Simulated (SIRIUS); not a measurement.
**BP under changes of volume**

One of the cells (11.682 Å³/atom); the others are scaled copies at fixed shape and fractional positions:

```xyz
2
Lattice="0.0000 2.2690 2.2690 2.2690 0.0000 2.2690 2.2690 2.2690 0.0000" Properties=species:S:1:pos:R:3 pbc="T T T"
P     3.4035    3.4035    3.4035
B     0.0000    0.0000    0.0000
```

| Property | Result |
| --- | --- |
| Program | SIRIUS 7.12.0 |
| Functional | WC |
| Potentials or basis | all-electron FP-LAPW |
| Cutoff | 242 eV |
| Basis | apw+lo standard |
| k mesh | 10 × 10 × 10 |
| Occupations | fermi-dirac, width 0.05 eV |
| Spin | no spin polarisation |

```tsv
volume (Å³/atom)	energy over the lowest point (meV/atom)	gap on the mesh (eV)
10.981	15.52	1.09
11.214	4.87	1.11
11.448	0.00	1.14
11.682	?	?
11.915	5.42	1.19
12.149	14.70	1.21
12.383	27.95	1.23
```

Question: What does the run at 11.682 Å³/atom give?

Answer: Energy over the lowest point 0.32 meV/atom; gap on the mesh 1.16 eV.

Worked out: A Birch-Murnaghan fit of order 3 (a polynomial in V^(-2/3)) to the other rows has its minimum at 11.55 Å³/atom with B0 = V·E''(V) = 169 GPa and B' = 4.0. It gives 0.35 meV/atom at 11.682 Å³/atom, against the run's 0.32. A straight line through the other rows of the gap, of slope 1.2 eV per unit of ln V, gives 1.16 eV, against the run's 1.16.

Energies are extrapolated to zero smearing.

A mesh can miss the band edges.
